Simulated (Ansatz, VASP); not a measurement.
# GePt in VASP and in Ansatz

```xyz
2
Lattice="3.1906 0.0000 0.0000 0.0000 3.1906 0.0000 0.0000 0.0000 3.1906" Properties=species:S:1:pos:R:3 pbc="T T T"
Ge    0.0000    0.0000    0.0000
Pt    1.5953    1.5953    1.5953
```

Change from the starting cell: species swapped into the CeHg type (Pm-3m, No. 221).

Alike in both runs: functional PBE; k mesh 18 × 18 × 18; occupations gaussian, width 0.1 eV; no spin polarisation.

Ansatz relaxed the structure, and its values are those at the end. VASP's run is a single point on that final structure, the one shown.

```csv
,VASP,Ansatz
version,VASP 6.6.1,Ansatz 0.2.0
potentials or method,"VASP PAW PBE potentials, release 64 (Ge_d, Pt)","scalar-relativistic, plane waves, PAW"
plane-wave cutoff (eV),520,420
valence electrons in the cell,24,32
```

|  | VASP | Ansatz | Ansatz less VASP |
| --- | --- | --- | --- |
| gap on the k mesh at the Fermi level (eV) | none | none | - |
| pressure (GPa) | 0.0 | 0.0 | +0.02 |

A gap of «none» marks a metal or a gap that the smearing closes. With one functional, cell and mesh, what is left measures potentials, basis and numerics. The two sets of potentials don't hold the same shells in valence.

The runs have no spin-orbit coupling, so splittings on Pt are missing.
